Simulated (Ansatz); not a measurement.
The reference is Be2C (space group Fm-3m, No. 225; a = 4.328 Å).

(Cell as relaxed with PBE.)

Levels (all Ansatz, a quantum-chemistry and plane-wave program, PAW): PBE (420 eV, spin-orbit coupling left out); PBEsol (420 eV, no SOC).

Each level relaxes its own structure.

| quantity | PBE | PBEsol |
|---|---|---|
| volume per atom | 6.76 Å³ | [?] |
| lattice parameter a | 4.328 Å | [?] |
| band gap | 1.17 eV | [?] |
| gap character | indirect, Γ → X | [?] |
| electron mass | 0.69 mₑ along k, 0.23 mₑ across | [?] |
| hole mass (degenerate bands, along [100]) | 0.26, 0.26, 0.42 mₑ | [?] |

### Question
Predict the PBEsol column.

### Answer

- volume per atom, PBEsol: 6.68 Å³
- lattice parameter a, PBEsol: 4.311 Å
- band gap, PBEsol: 1.08 eV
- gap character, PBEsol: indirect, Γ → X
- electron mass, PBEsol: 0.70 mₑ along k, 0.23 mₑ across
- hole mass (degenerate bands, along [100]), PBEsol: 0.26, 0.26, 0.42 mₑ

PBE's volume per atom lies 0.08 Å³ above PBEsol's (1.2 %); PBE's lattice parameter a lies 0.0177 Å above PBEsol's (0.4 %); PBE's band gap lies 0.09 eV above PBEsol's; the two agree on the gap character and hole mass. Neither level is exact; PBEsol is the comparison here, not a measurement.

Masses are band curvatures over ±0.01 Å⁻¹ around the edge. Along k means along the line from Γ to the band edge. Whether these cells are dynamically stable was not tested.
